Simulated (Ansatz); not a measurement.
# TaN: what symmetry allows forces and stress to be

```xyz
6
Lattice="4.9813 0.0000 0.0000 -2.4907 4.3139 0.0000 0.0000 0.0000 2.8780" Properties=species:S:1:pos:R:3 pbc="T T T"
Ta    0.0000    2.8760    1.2765
Ta    2.4907    1.4380    1.5501
Ta    0.0000    0.0000    0.0433
N     1.9460   -0.0744    0.0027
N     1.4532    2.6658    0.0027
N    -0.9086    1.7225    0.0027
```

All numbers below come from Ansatz 0.2.0, DFT PBEsol, scalar-relativistic, plane waves, PAW.

Settings: cutoff 420 eV, Γ-centred mesh 9×9×10 on the computed 6-atom cell, Gaussian smearing of 0.10 eV; no spin polarisation.

This distorted cell has space group P3, with 3 operations.

**Question.** Without a calculation: in which directions can each atom feel a force?

**Answer.** A force must be left unchanged by every operation that keeps its atom in place, so it lies in the space that those operations leave fixed. Atoms that the group maps onto each other feel forces of one size.
| atom | site symmetry | operations at the site | equivalent to atom | allowed force (Cartesian) |
| --- | --- | --- | --- | --- |
| Ta1 | 3.. | 3 | 1 | along (0.00, 0.00, 1.00) |
| Ta2 | 3.. | 3 | 2 | along (0.00, 0.00, 1.00) |
| Ta3 | 3.. | 3 | 3 | along (0.00, 0.00, 1.00) |
| N4 | 1 | 1 | 4 | any direction |
| N5 | 1 | 1 | 4 | any direction |
| N6 | 1 | 1 | 4 | any direction |

That leaves 6 independent force components of 18, tied by 1 condition that the forces sum to zero, so 5 remain. A relaxation in this cell that keeps the symmetry moves the atoms in these directions alone.

**Question.** And the stress tensor?

**Answer.** It must be invariant under the point group, which leaves 2 independent components: yz, xz, xy vanish; xx = yy.

**Question.** Do the computed values obey this?

**Answer.** Yes. Forces (eV/Å):
```
Ta1  0.000  0.000  6.304
Ta2  0.000  0.000 -2.907
Ta3  0.000  0.000 -0.498
N4   0.771  2.707 -0.967
N5   1.959 -2.021 -0.967
N6  -2.730 -0.686 -0.967
```

Stress (GPa, compression positive, xx yy zz yz xz xy): 47.31 47.31 27.67 0.00 0.00 0.00. The program imposes the same operations on density, forces and stress, so this confirms the analysis and is no independent test of the calculation.

Spin–orbit coupling is left out, which can shift energies with elements as heavy as these.